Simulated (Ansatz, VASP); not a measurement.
# Te in VASP and in Ansatz

Contents of INCAR:

```
PREC     = Accurate       # precision mode
ENCUT    = 520            # plane-wave cutoff, eV
EDIFF    = 1E-7           # SCF threshold, eV
ISMEAR   = -1             # smearing method
SIGMA    = 0.05           # smearing width, eV
LREAL    = F              # projectors in reciprocal space
LASPH    = T              # aspherical terms in the spheres
NELM     = 80             # most SCF steps
ALGO     = Normal         # electronic algorithm
ISIF     = 2              # what is computed and relaxed
LWAVE    = F              # write WAVECAR
LCHARG   = F              # write CHGCAR
GGA      = PS             # functional
NBANDS   = 16             # bands
```

The input KPOINTS:

```
Automatic mesh
0
Gamma
  7 7 5
```

Contents of POSCAR:

```
Te
1.0
    4.3938034316      0.0000000000      0.0000000000
   -2.1969017158      3.8051453911      0.0000000000
    0.0000000000      0.0000000000      5.8439361313
Te
3
Direct
    0.7310000000      0.7310000000      0.0000000000
    0.0000000000      0.2690000000      0.6666666667
    0.2690000000      0.0000000000      0.3333333333
```

The input input.yaml:

```yaml
crystal:
  lattice:
    - [4.3938034316, 0.0, 0.0]
    - [-2.1969017158, 3.8051453911, 0.0]
    - [0.0, 0.0, 5.8439361313]
  atoms:
    - { symbol: Te, position: [0.731, 0.731, 0.0] }
    - { symbol: Te, position: [0.0, 0.269, 0.6666666667] }
    - { symbol: Te, position: [0.269, 0.0, 0.3333333333] }
hamiltonian:
  xc: pbesol
  pseudopotentials: { kind: paw }
kpoints:
  mp_grid: { grid: [7, 7, 5] }
scf:
  occupations: { method: fermi_dirac, width: 0.05 }
output:
  forces: true
  stress: true
  eigenvalues: true
  write_density: true
  write_potential: true
  elf: true
  volumetric_format: npy
```

Change from the starting cell: volume scaled by 0.96.

Alike in both runs: task single point; functional PBEsol; k mesh 7 × 7 × 5; occupations fermi-dirac, width 0.05 eV; no spin polarisation.

```csv
,VASP,Ansatz
version,VASP 6.6.1,Ansatz 0.2.0
potentials or method,"VASP PAW PBE potentials, release 64 (Te)",Ansatz PAW
plane-wave cutoff (eV),520,420
valence electrons in the cell,18,48
```

Ansatz gave:

| Property | Result |
| --- | --- |
| gap on the k mesh at the Fermi level (eV) | 0.58 |
| least direct gap on the mesh (eV) | 0.80 |
| pressure (GPa) | 1.2 |
| largest component of the traceless stress (GPa) | 0.80 |
| rms of the force components (eV/Å) | 0.189 |

**Question.** Which values does VASP return?

**Answer.** gap on the k mesh at the Fermi level (eV): 0.57; least direct gap on the mesh (eV): 0.79; pressure (GPa): 1.3; largest component of the traceless stress (GPa): 0.86; rms of the force components (eV/Å): 0.205.

Atom by atom the forces differ by 0.016 eV/Å (rms over components). The two sets of potentials don't hold the same shells in valence.

Caveats: spin-orbit coupling is left out, which moves the levels of the heavy elements; the PAW data sets were made with another functional, which shifts forces and pressure a little (VASP); an odd mesh through Γ misses points on the zone boundary, where band edges often lie (VASP); odd divisions of the mesh miss points on the zone boundary, where band edges often lie, so the gap on the mesh can be too wide (Ansatz); the PAW data sets come from PBE, with cores solved anew for the run's functional, which leaves a small shift of forces and pressure (Ansatz).
